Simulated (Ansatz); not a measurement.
LiF (P6_3mc) from a database of computed structures (r2SCAN geometry), in Ansatz:

```
Li F
1.0
     3.08105    0.00000    0.00000
    -1.54053    2.66827    0.00000
     0.00000    0.00000    4.78523
Li F
2 2
Direct
  0.33333 0.66667 0.38244
  0.66667 0.33333 0.88244
  0.33333 0.66667 0.99256
  0.66667 0.33333 0.49256
```

G0W0@r2SCAN with 147 empty bands, a screening cutoff of 140 eV and a 6×6×4 mesh (PAW, contour deformation) gives 12.363 eV over the mesh points, from an r2SCAN gap of 8.583 eV; it sums over 157 bands with 135 plane waves in the screening and a wave cutoff of 500 eV. The G0W0 figures hold for the stated bands, cutoff and mesh and aren't extrapolated. (Simulation; spin polarisation is off.)

**Question.** Estimate the gap with empty bands 63, screening cutoff 80 eV.

**Answer.** 12.277 eV (-0.086 eV), from a Kohn-Sham gap of 8.583 eV.

**Question.** Estimate the gap with empty bands 271, screening cutoff 210 eV.

**Answer.** 12.541 eV (+0.178 eV), from a Kohn-Sham gap of 8.583 eV.

**Question.** Estimate the gap with starting point HSE06, with them a wave cutoff of 420 eV.

**Answer.** 12.928 eV (+0.565 eV), from a Kohn-Sham gap of 10.027 eV.
